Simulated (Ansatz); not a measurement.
Crystal: SnTe.

```
Te Sn
1.0
     0.00000    3.15085    3.15085
     3.15085    0.00000    3.15085
     3.15085    3.15085    0.00000
Te Sn
1 1
Cartesian
  3.1509 3.1509 3.1509
  0.0000 0.0000 0.0000
```

Base run:

* Program: Ansatz 0.2.0
* Functional: LDA
* Potentials or basis: Ansatz PAW
* Cutoff: 420 eV (not typed: the program's choice for these potentials)
* k mesh: 5 × 5 × 5
* Occupations: fermi-dirac, width 0.05 eV
* Spin: spin-orbit coupling, no magnetisation

Its results: pressure -1.6 GPa.

**Question.** After a change of settings the same cell gave: pressure 2.2 GPa. Which change was it?
A. k mesh from 5 × 5 × 5 to 7 × 7 × 7; spin from spin-orbit coupling, no magnetisation to no spin polarisation; potential files from those of the base run to others of the same set
B. functional from LDA to PBE
C. functional from LDA to PBEsol

**Answer.** B.

PBE binds less tightly than LDA, so the same cell stands under more pressure.

Caveats: the PAW data sets come from PBE, with cores solved anew for the run's functional, which leaves a small shift of forces and pressure (some runs).
